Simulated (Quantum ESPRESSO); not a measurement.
A run of Quantum ESPRESSO 7.5:

pw.in

```
&CONTROL
  calculation = 'scf'
  prefix = 'pwscf'
  outdir = './tmp'
  pseudo_dir = './pseudo'
  tprnfor = .true.
  tstress = .true.
  disk_io = 'nowf'
/
&SYSTEM
  ibrav = 0
  nat = 3
  ntyp = 2
  ecutwfc = 45
  ecutrho = 360
  nbnd = 23
  occupations = 'smearing'
  smearing = 'gaussian'
  degauss = 0.00367493
  nspin = 2
  starting_magnetization(1) = 0.1429
  starting_magnetization(2) = 0
/
&ELECTRONS
  conv_thr = 1.2d-07
  electron_maxstep = 100
  mixing_beta = 0.7
  mixing_ndim = 20
/
ATOMIC_SPECIES
Mo    95.9500 mo_pbe_v1.uspp.F.UPF
S     32.0600 s_pbe_v1.4.uspp.F.UPF
CELL_PARAMETERS angstrom
   3.5639467600    0.0000000000    0.0000000000
  -1.7819733800    3.0864684300    0.0000000000
   0.0000000000    0.0000000000    5.7493858200
ATOMIC_POSITIONS crystal
Mo     0.0000000000    0.0000000000    0.0000000000
S      0.3333333333    0.6666666667    0.2520000000
S      0.6666666667    0.3333333333    0.7480000000
K_POINTS automatic
4 4 2 0 0 0
HUBBARD {ortho-atomic}
U Mo-4d 4.0
```

Potentials or basis: GBRV 1.5 PBE.

Command:

```console
$ OMP_NUM_THREADS=1 mpirun -n 2 pw.x -nk 2 -in pw.in > pw.out
```

Hardware: 2 MPI ranks on Intel(R) Xeon(R) 6975P-C (Granite Rapids), with other jobs on the host.

Task: Estimate the wall time of this run.

Result: Run time: 13 s on 2 MPI ranks on Intel(R) Xeon(R) 6975P-C (Granite Rapids), on a shared host, peak memory 0.38 GiB a rank. Counts: scf iterations 8, k pools 2, bands 23, k points 8, g dense 49271.
